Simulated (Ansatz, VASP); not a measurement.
**One calculation of TaN, two programs**

```
CELL_PARAMETERS angstrom
2.73231 0.00000 0.00000
0.00000 2.73231 0.00000
0.00000 0.00000 2.73231
ATOMIC_POSITIONS crystal
Ta 0.00000 0.00000 0.00000
N 0.50000 0.50000 0.50000
```

The cell comes from a database or a generator and needn't be the stable form of this composition.

Alike in both runs: task single point; functional PBE; k mesh 10 × 10 × 10; occupations fermi-dirac, width 0.05 eV; no spin polarisation.

|  | VASP | Ansatz |
| --- | --- | --- |
| version | VASP 6.6.1 | Ansatz 0.2.0 |
| potentials or method | VASP PAW PBE potentials, release 64 (Ta_pv, N), cutoff 520 eV | all-electron LAPW, scalar-relativistic |

Ansatz gave:

| Item | Value |
| --- | --- |
| gap on the k mesh at the Fermi level (eV) | none |
| pressure (GPa) | 6.3 |

Which values does VASP return?

gap on the k mesh at the Fermi level (eV): none; pressure (GPa): 6.8.

A gap of «none» marks a metal or a gap that the smearing closes. Ansatz ran all-electron here, so the differences hold the error of VASP's frozen core and of both bases.

The runs have no spin-orbit coupling, so splittings on Ta are missing.
